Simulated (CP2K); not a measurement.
Runs of CP2K 2026.2 on NaCl. Symmetry: Pm-3m, No. 221, cubic system. The conventional cell has a = 3.502 Å, b = 3.502 Å, c = 3.502 Å, α = 90.00°, β = 90.00°, γ = 90.00°. Cl (site symmetry m-3m) has 8 Na at 3.03 Å as nearest neighbours. Around Na (site symmetry m-3m) lie 8 Cl at 3.03 Å. Measurements of this composition are mostly on another form, of space group No. 225.

```tsv
task	level	potentials or basis	smearing	EPS_DEFAULT	NGRIDS	points a segment of the path (NPOINTS)	bands added on the path	CUTOFF of the grids	gap on the mesh (eV)	pressure (GPa)
band structure	PBEsol	POTENTIAL_UZH Cl GTH-PBE-q7, Na GTH-PBE-q9; TZVP-MOLOPT-PBE-GTH basis	fermi-dirac 0.05 eV	1.0E-10	5	8	6	1350 Ry	3.79	-0.8
band structure	r2SCAN	POTENTIAL_UZH Cl GTH-SCAN-q7, Na GTH-SCAN-q9; TZVP-MOLOPT-SCAN-GTH basis	fermi-dirac 0.1 eV	1.0E-10	4	8	2	1400 Ry	4.77	-1.0
band structure	LDA	GTH_POTENTIALS Cl GTH-PADE-q7, Na GTH-PADE-q9; TZVP-MOLOPT-PBE-GTH basis	fermi-dirac 0.05 eV	1.0E-9	5	10	6	1350 Ry	3.56	(b)
band structure	TB-mBJ	POTENTIAL_UZH Cl GTH-PBE-q7, Na GTH-PBE-q9; TZVP-MOLOPT-PBE-GTH basis	fermi-dirac 0.05 eV	1.0E-9	4	10	2	1400 Ry	(a)	-
```

Alike in all rows: no spin polarisation; cell as given; k mesh 8 × 8 × 8.

Problem. Fill in the values left out.

Solution. (a) 4.69; (b) -2.8.

Caveats: the basis of atomic orbitals isn't converged, which shifts pressures, moduli and gaps; the potentials were made for another functional, which shifts forces and pressure (some runs); this is a model potential without an energy functional, so only levels have meaning (some runs).

Runs at the PBE level aren't shown here.
